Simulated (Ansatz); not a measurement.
# ZnAu: the cost of one run

Program: Ansatz 0.2.0. Level of theory: DFT PBE, scalar-relativistic, plane waves, PAW. These are calculated values, not measurements.

2 further runs of the same task are left out: 1 that didn't finish, 1 set aside as unsound or not needed.

### 1 The structure to begin with

Symmetry: Pm-3m, No. 221, cubic system. Conventional cell: a = 3.147 Å, b = 3.147 Å, c = 3.147 Å, α = 90.00°, β = 90.00°, γ = 90.00°. Zn (site symmetry m-3m) is surrounded by 8 Au at 2.73 Å. Around Au (site symmetry m-3m) lie 8 Zn at 2.73 Å.

As a file:

```xyz
2
Lattice="3.1470 0.0000 0.0000 0.0000 3.1470 0.0000 0.0000 0.0000 3.1470" Properties=species:S:1:pos:R:3 pbc="T T T"
Zn    1.5735    1.5735    1.5735
Au    0.0000    0.0000    0.0000
```

The structure comes from the Crystallography Open Database.

### 2 A change within the space group

Against the listed cell: strain xx, yy, zz, yz, xz, xy = +4.6, +4.6, +4.6, +0.0, +0.0, +0.0 %.

Input file input.yaml:

```yaml
crystal:
  lattice:
    - [3.29220258, 0.0, 0.0]
    - [0.0, 3.29220258, 0.0]
    - [0.0, 0.0, 3.29220258]
  atoms:
    - { symbol: Zn, position: [0.5, 0.5, 0.5] }
    - { symbol: Au, position: [0.0, 0.0, 0.0] }
basis:
  ecutwfc: 420
kpoints:
  mp_grid: { grid: [14, 14, 14] }
hamiltonian:
  xc: pbe
scf:
  occupations: { method: gaussian, width: 0.1 }
output:
  forces: true
  stress: true
  eigenvalues: true
  populations: true
  write_density: true
  write_potential: true
  elf: true
  volumetric_format: npy
```

On the command line:

```bash
$ ansatz run input.yaml --threads 1 --pin off --max-ram 1331MiB --backend cpu --events-out ev --progress --plain --runs-dir out
```

Q: Estimate wall time and peak memory on 1 thread of an Arm CPU, shared host.

About 6.2 s, with a peak of 0.34 GiB.
